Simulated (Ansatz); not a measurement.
# Te2Mo monolayer (2H): phonons and vibrational spectra, part 2 of 3

Task: relax Te2Mo monolayer (2H), then find its harmonic phonons.

Ansatz 0.2.0; DFT PBEsol, scalar-relativistic, plane waves, PAW.

So far: The structure; Bringing the structure to rest.

## Step 3: Relaxing to small forces for the phonons

Phonons need a cell at rest on their own settings, so the relaxation is repeated with tight tolerances on forces and stress on the k mesh and occupations of the first response run.

input.yaml

```yaml
crystal:
  lattice:
    - [3.4908832395, 0.0, 0.0]
    - [-1.7454416198, 3.0231935671, 0.0]
    - [0.0, 0.0, 31.0]
  atoms:
    - { symbol: Mo, position: [0.3333333333, 0.6666666667, 0.3225806452] }
    - { symbol: Te, position: [0.6666666667, 0.3333333333, 0.3807555797] }
    - { symbol: Te, position: [0.6666666667, 0.3333333333, 0.2644057106] }
  periodic: [true, true, false]
kpoints:
  mp_grid: { grid: [12, 12, 1] }
hamiltonian:
  xc: pbesol
scf:
  occupations: { method: fixed }
output:
  forces: true
  stress: true
  eigenvalues: true
  write_density: true
  write_potential: true
  elf: true
  volumetric_format: npy
relax:
  adjacent_minimum: "off"
  f_tol: 0.001
  max_steps: 60
  cell: { stress_2d_tol: 0.002 }
```

On the command line:

```sh
> ansatz run input.yaml --threads 8 --pin off --max-ram 14336MiB --backend cpu --events-out ev --progress --plain --runs-dir out
```

Numbers of over 12 decimals in the logs are rounded to 6 here.

The log of the run:

```text
[...]
Crystal: 3 atoms, lattice volume = 327.162 Å³
Basis set: ecut = 420 eV, 6373 PW (Γ), exchange–correlation on 48×48×432 points (8 copies of the dense FFT grid, shifted against one another)
Bands: 28, of which v1, the nominal top of the filled ones, is band 23 counted from 1 (22 counted from 0)
Symmetry: 12 space group operations
[...]
° read free of the cell's end (the report's vacuum.weakly_bound_levels)
--- Relaxed structure (2 steps of the walk, 2 accepted, 1 SCFs on fresh bases) ---
[...]
cell:  # Å, volume = 327.1886 Å³
    - [3.491024, 2.8868643687708592e-11, 0]
    - [-1.745512, 3.023316, 0]
    - [0, 0, 31.0]
  atoms:
    - { symbol: Mo, position: [0.333333, 0.666667, 0.322581] }
    - { symbol: Te, position: [0.666667, 0.333333, 0.380755] }
    - { symbol: Te, position: [0.666667, 0.333333, 0.264406] }
[key lines of the parts left out:]
SCF converged after 8 iterations
Free energy (F): -18701.276514 eV
Fermi energy:    -4.926739 eV
P = ½ c Tr σ = -0.0017 N/m
```

Elapsed: 14 s, on 8 threads of AMD EPYC 7R43, shared host; peak memory 0.95 GiB.

Little changed from the start: no atom moved by 0.005 Å and no cell edge by 0.1 %.

Electrostatic potential energy in the ac plane at fractional y = 0.333, with atoms of Te within 0.2 Å of it. With pseudopotentials it is smooth inside the atoms' cores, unlike the true potential.

Values in eV, 24 rows by 14 columns, each cell a mean:
```
  0   0   0   0   0   0   0   0   0   0   0   0   0   0
  0   0   0   0   0   0   0   0   0   0   0   0   0   0
  0   0   0   0   0   0   0   0   0   0   0   0   0   0
  0   0   0   0   0   0   0   0   0   0   0   0   0   0
  0   0   0   0   0   0   0   0   0   0   0   0   0   0
  0   0   0   0   0   0   0   0   0   0   0   0   0   0
  0   0   0   0   0   0   0   0   0   0   0   0   0   0
  0   0   0   0   0   0   0   0   0   0   0   0   0   0
  0   0   0   0   0   0   0   0   0   0   0   0   0   0
  0   0   0   0   0   0   0   0   0   0   0   0   0   0
  0   0   0   0   0   0   0   0   0   0   0   0   0   0
  0   0   0   0   0   0   0   0   0   0   0   0   0   0
  0   0   0   0   0   0   0   0   0   0   0   0   0   0
 -1  -1  -1  -1  -1  -1  -2  -3  -3  -4  -4  -3  -2  -1
 -7  -4  -3  -3  -6 -12 -17 -10  -7  -5  -6  -9 -15 -16
 -7  -7  -7  -7  -7  -9 -12 -12 -10  -9 -10 -11 -12 -10
 -8 -10 -12 -11  -9  -7  -7  -8  -9  -9  -9  -8  -7  -7
 -8  -4  -3  -4  -7 -14 -19 -10  -3  -2  -2  -7 -16 -18
 -2  -1  -1  -1  -2  -4  -6  -9  -9  -9  -9  -9  -8  -5
  0   0   0   0   0   0   0   0   0   0   0   0   0   0
  0   0   0   0   0   0   0   0   0   0   0   0   0   0
  0   0   0   0   0   0   0   0   0   0   0   0   0   0
  0   0   0   0   0   0   0   0   0   0   0   0   0   0
  0   0   0   0   0   0   0   0   0   0   0   0   0   0
```
Columns run along a (3.5 Å; values clipped at the 3rd and 97th percentile), rows up along c (31.0 Å). Atoms in or near the plane, at fractional coordinates: Te at (0.67, 0.38), Te at (0.67, 0.26).

ELF in the ac plane at fractional y = 0.333, with atoms of Te within 0.2 Å of it. It is the smooth field of the valence electrons, not physical close to the nuclei.

Ten even steps from '_' (0.00) to '@' (0.78), each cell a mean:
```
____________________________
____________________________
____________________________
____________________________
____________________________
____________________________
____________________________
____________________________
____________________________
____________________________
____________________________
____________________________
______________..::::::....__
--..____::++##@@@@@@@@@@%%**
**==::--**##**==--::::==**##
==--::::==++++++==--====++++
--::::::----================
**++----******--......::++**
++::__..==##@@@@@@%%@@@@@@%%
__________..::==++++++==--::
____________________________
____________________________
____________________________
____________________________
```
Columns run along a (3.5 Å), rows up along c (31.0 Å). Atoms in or near the plane, at fractional coordinates: Te at (0.67, 0.38), Te at (0.67, 0.26).

Valence density in the ac plane at fractional y = 0.333, with atoms of Te within 0.2 Å of it. It is the smooth field of the valence electrons, not physical close to the nuclei.

Values in e/Å³, 24 rows by 14 columns, each cell a mean:
```
 0  0  0  0  0  0  0  0  0  0  0  0  0  0
 0  0  0  0  0  0  0  0  0  0  0  0  0  0
 0  0  0  0  0  0  0  0  0  0  0  0  0  0
 0  0  0  0  0  0  0  0  0  0  0  0  0  0
 0  0  0  0  0  0  0  0  0  0  0  0  0  0
 0  0  0  0  0  0  0  0  0  0  0  0  0  0
 0  0  0  0  0  0  0  0  0  0  0  0  0  0
 0  0  0  0  0  0  0  0  0  0  0  0  0  0
 0  0  0  0  0  0  0  0  0  0  0  0  0  0
 0  0  0  0  0  0  0  0  0  0  0  0  0  0
 0  0  0  0  0  0  0  0  0  0  0  0  0  0
 0  0  0  0  0  0  0  0  0  0  0  0  0  0
 0  0  0  0  0  0  0  0  0  0  0  0  0  0
 0  0  0  0  0  0  0  0  0  0  0  0  0  0
 0  0  0  0  0  0  1  3  7  9  8  4  2  1
 0  0  0  0  0  0  0  1  2  3  2  1  1  0
 0  0  0  0  0  0  0  0  0  0  0  0  0  0
 0  0  0  0  0  0  1  3  8 11  9  5  2  1
 0  0  0  0  0  0  0  0  1  1  1  0  0  0
 0  0  0  0  0  0  0  0  0  0  0  0  0  0
 0  0  0  0  0  0  0  0  0  0  0  0  0  0
 0  0  0  0  0  0  0  0  0  0  0  0  0  0
 0  0  0  0  0  0  0  0  0  0  0  0  0  0
 0  0  0  0  0  0  0  0  0  0  0  0  0  0
```
Columns run along a (3.5 Å), rows up along c (31.0 Å). Atoms in or near the plane, at fractional coordinates: Te at (0.67, 0.38), Te at (0.67, 0.26).

The largest force component left is 0.31 meV/Å, within the tolerances set.

## Step 4: Linear response at the zone centre

The zone centre comes first: it holds the modes that light can see, as far as symmetry allows. The response to a homogeneous field gives the Born charges and the dielectric tensor, and its change with displacement the Raman tensors.

input.yaml

```yaml
crystal:
  lattice:
    - [3.4910244556, 0.0, 0.0]
    - [-1.7455122278, 3.0233158638, 0.0]
    - [0.0, 0.0, 31.0]
  atoms:
    - { symbol: Mo, position: [0.3333333333, 0.6666666667, 0.3225806452] }
    - { symbol: Te, position: [0.6666666667, 0.3333333333, 0.3807550783] }
    - { symbol: Te, position: [0.6666666667, 0.3333333333, 0.2644062121] }
  periodic: [true, true, false]
kpoints:
  mp_grid: { grid: [12, 12, 1] }
hamiltonian:
  xc: pbesol
scf:
  occupations: { method: fixed }
output:
  eigenvalues: true
phonons:
  method: dfpt
  dielectric: true
  raman: true
```

The log of the run:

```text
Warning: phonons.dielectric: true without phonons.rigid_motions: the static dielectric tensor ε⁰ will be withheld (ε∞, Z* and the rows of modes are given); for a crystal or a slab, whose only rigid motions are the translations, set phonons.rigid_motions: translations
Warning: crystal.symmetry: narrowed to the stabiliser of the run's FFT grids — unitary ops 12 → 6. A phonons.method: dfpt run fills in the rows of the dynamical matrix that it does not solve by its symmetry operations, which is exact only for operations that map its FFT grids onto themselves: filled in by any other, the frequencies could depend on the order in which like atoms are typed, or, by more than the grids' own error, on where the crystal sits among the grids' points. Excluded: 6 operations. The run can therefore solve more perturbations, solve them on more k-points, or both, and cost more. [rest of the remark cut]
[...]
Crystal: 3 atoms, lattice volume = 327.189 Å³
Basis set: ecut = 420 eV, 6373 PW (Γ), exchange–correlation on 48×48×432 points (8 copies of the dense FFT grid, shifted against one another)
Bands: 28, of which v1, the nominal top of the filled ones, is band 23 counted from 1 (22 counted from 0)
Symmetry: 12 space group operations
k-points: 43 of 144 (irreducible under 2 space group operations, time reversal used)
[...]
SCF iter   1: F=—  HF=-18701.271971 eV  |F-HF|=—  |Δ(HF+E_count)|=         —  Δρ=2.72e-3  dr2=1.30e-2  ethr=1.77e-3  ⟨swp⟩=7.7  Hψ=5905  notcnv=0  defer=125
[...]
SCF iter  10: F=-18701.276514 eV  HF=-18701.276514 eV  |F-HF|=6.18e-11  |Δ(HF+E_count)|=   1.35e-9  Δρ=5.83e-8  dr2=1.19e-11  ethr=1.00e-12  ⟨swp⟩=28.1  Hψ=13149  notcnv=0
SCF 1 converged in 10 iterations: F = -18701.276514 eV  dr2 = 1.19e-11
[...]
DFPT response loops at Γ: preconditioner auto → none (the input reference at scf.mixing.eps_inf says where Resta's filter doesn't serve); β = 0.50; Broyden in place of MSR1
── the response to a field inside a basis, on 16×16×2 k-points: an SCF that follows is theirs, and a resumed run solves both again ──
Bands: 24, of which v1, the nominal top of the filled ones, is band 23 counted from 1 (22 counted from 0)
k-points: 136
[...]
Eigensolver: Dense (136 Hₖ)
SCF iter   1: F=—  HF=-18701.264304 eV  |F-HF|=—  |Δ(HF+E_count)|=         —  Δρ=6.38e-5  dr2=2.95e-6  ethr=1.00e-1
[...]
SCF iter   7: F=-18701.264308 eV  HF=-18701.264308 eV  |F-HF|=2.91e-11  |Δ(HF+E_count)|=  6.18e-11  Δρ=2.87e-8  dr2=9.89e-12  ethr=1.15e-12
SCF 1 converged in 7 iterations: F = -18701.264308 eV  dr2 = 9.89e-12
[...]
SCF converged after 10 iterations
Free energy (F): -18701.276514 eV
[...]
Internal energy: -18701.276514 eV  (E = F + TS)
E sigma→0 (E₀):  -18701.276514 eV
Fermi energy:    -4.926744 eV
[...]
--- Band table (eV; the first three rows and the last of 43) ---
  k-point 0: bands = [... 19 lower, -6.5582, -5.7537, -5.7537, -5.4935, -1.6543 (-1.6543°), -1.6543 (-1.6543°), -1.3574, -1.3574, ... 1 higher]
  k-point 1: bands = [... 19 lower, -6.4739, -5.8862, -5.6811, -5.4943, -2.0780, -1.9605, -1.5804 (-1.5804°), -1.5729, ... 1 higher]
  k-point 2: bands = [... 19 lower, -6.2352, -6.2115, -5.7446, -5.5561, -2.8843, -2.6299, -2.0896, -1.3979, ... 1 higher]
  k-point 42: bands = [... 19 lower, -7.8848, -7.6450, -6.3611, -5.2370, -3.4403, -2.9933, -2.8427, -1.0978, ... 1 higher]
  ° read free of the cell's end (the report's vacuum.weakly_bound_levels)
--- Phonons (Γ-DFPT): 6 representative perturbations + reference, on 43 of 144 k-points (Σ response iterations 25) ---
  ASR residual: 2.767e-4 → 0.000e0 eV/Å²; symmetrization residual: 7.233e-5 eV/Å²
  The last average, over the group as it would stand without the narrowing to the FFT grids, took up to 1.883e-6 eV/Å² of the zone centre's force constants
  ASR residual per site (eV/Å²): 2.77e-4 1.81e-4 1.85e-4
  Γ frequencies (cm⁻¹): 0.00 0.00 0.00 118.18 118.18 173.33 238.21 238.21 295.28
  ε∞ (high-frequency dielectric tensor):
        5.146432     0.000000     0.000000
        0.000000     5.146432     0.000000
        0.000000     0.000000     1.202958
  α∞ (the layer's polarisability for a field applied outside it; Å, Gaussian; ε∞ is over the cell's 31.000 Å):
       10.228839     0.000000     0.000000
        0.000000    10.228839     0.000000
        0.000000     0.000000     0.500677
  ε⁰ (static dielectric tensor): not given — the deck does not say what the cell's rigid motions are, and on a molecule in a box or a wire the rigid rotations would enter the sum over the modes at Γ. For a crystal or a slab, whose only rigid motions are the translations, set phonons.rigid_motions: translations.
  Born effective charges Z* (e; rows j = field, columns β = displacement):
    site 0:
        -3.31234    0.00000   -0.00000
         0.00000   -3.31234    0.00000
         0.00000    0.00000   -0.15899
    site 1:
         1.65617   -0.00000    0.00000
        -0.00000    1.65617    0.00000
         0.00000   -0.00000    0.07950
    site 2:
         1.65617    0.00000   -0.00000
         0.00000    1.65617   -0.00000
        -0.00000    0.00000    0.07950
  Z* charge neutrality: 1.597e-3 e pre-enforcement
  solved inside a basis spanned on kpoints, on 16×16×2 k-points transformed towards the longest dipole: ε∞ is read to err by 1.7e-2, Z* by 1.8e-2 e (field_mesh: kpoints solves on kpoints); Z* is corrected for what the basis lacks
  Raman tensors (in the event stream and the table raman_tensors.tsv): an entry may err by 2.8e-1 Å², one of the second-order susceptibility by 1.5e-1 pm/V (basis, points and sum rule); their sum over the sites missed zero by 3.307e-4 Å² ahead of its enforcement
  optical modes at Γ without the LO–TO term, one row a degenerate level:
      ω (cm⁻¹)  modes    IR ((D/Å)²/amu)  static Raman (Å⁴/amu)  depolarisation
        118.18      2             0.0000                 0.1284           0.750
        173.33      1             0.0000               454.6832           0.117
        238.21      2             7.2599                 0.7518           0.750
        295.28      1             0.0084                 0.0000               —
```

Wall time 14 min (8 threads); peak memory 3.6 GiB.

Reading the cycles: dr2 is the Hartree energy of the density residual (eV), the measure of convergence; HF is the Harris–Foulkes estimate of the energy, which meets the free energy F at convergence.

Numbers from this step:

```yaml
sum_rule_residual_before_enforcement: 2.77e-4 eV/Å²
miss_of_the_charge_sum_rule: 0.001597 e
estimated_error_of_the_dielectric_tensor: 0.01658
estimated_error_of_the_born_charges: 0.01787 e
point_group: -6m2
highest_optical_mode_at_the_zone_centre_no_lo_to_term: 295.3 cm⁻¹
lowest_optical_zone_centre_mode: 118.2 cm⁻¹
largest_born_charge_third_of_the_trace: -2.261 e
```

Without the LO-TO term. Patterns of degenerate modes are one choice out of their space. The modes at Γ (shares of kinetic energy by element, %):

```tsv
mode	frequency (cm⁻¹)	symmetry	Mo %	Te %
1	0.0	acoustic	27	73
2	0.0	acoustic	27	73
3	0.0	acoustic	27	73
4	118.2	E''	0	100
5	118.2	E''	0	100
6	173.3	A1'	0	100
7	238.2	E'	73	27
8	238.2	E'	73	27
9	295.3	A2''	73	27
```

Displacements in mode 5 (118.2 cm⁻¹), the largest set to 1:
```
Mo1  0.00  0.00  0.00
Te2 -1.00  0.15  0.00
Te3  1.00 -0.15  0.00
```

Displacements in mode 9 (295.3 cm⁻¹), the largest set to 1:
```
Mo1  0.00  0.00  1.00
Te2  0.00  0.00 -0.38
Te3  0.00  0.00 -0.38
```

High-frequency dielectric tensor, averaged over the cell of height 31.0 Å or as lengthened by the program, vacuum included. Tensor:

```tsv
	x	y	z
x	5.146	0	0
y	0	5.146	0
z	0	0	1.203
```

Born charge (rows field, columns displacement) (e), principal values of the symmetric part by kind of site:

```tsv
atom	atoms with these values	low	middle	high	mean
Mo1	1	-3.31	-3.31	-0.16	-2.26
Te2	2	0.08	1.66	1.66	1.13
```

In full for Te2:

```
1.66 0.00 0.00
0.00 1.66 0.00
0.00 0.00 0.08
```

Transverse modes. Infrared lines, with heights relative to the strongest:

```tsv
position (cm⁻¹)	label	relative intensity
118	E''	0.0
173	A1'	0.0
238	E'	100
295	A2''	0.1
```

Activity x (w_L - w)^4 (n + 1)/w, 532 nm, 300 K; the tensors are static ones, while 532 nm light lies above the computed direct gap, where resonance would change the heights. Raman lines, with heights relative to the strongest:

```tsv
position (cm⁻¹)	label	relative intensity
118	E''	0.1
173	A1'	100
238	E'	0.1
295	A2''	0.0
```

Before it was imposed, the acoustic sum rule was missed by 2.8e-4 eV/Å² and the charge sum rule by 0.0016 e. Small misses are needed for a sound result but don't prove that mesh and cutoff are converged. The lowest optical mode is real, 118 cm⁻¹.

(Part 2 of 3 ends here.)

[Logs are printed without paths, hosts, clocks, repeated set-up lines and the standing remarks that a program may print on its own settings, such as how far it seeks lower states.]

[Hosts, paths, dates, database ids (printed as entryN), source tags and the programs' standing remarks are cut or masked in the printed files.]
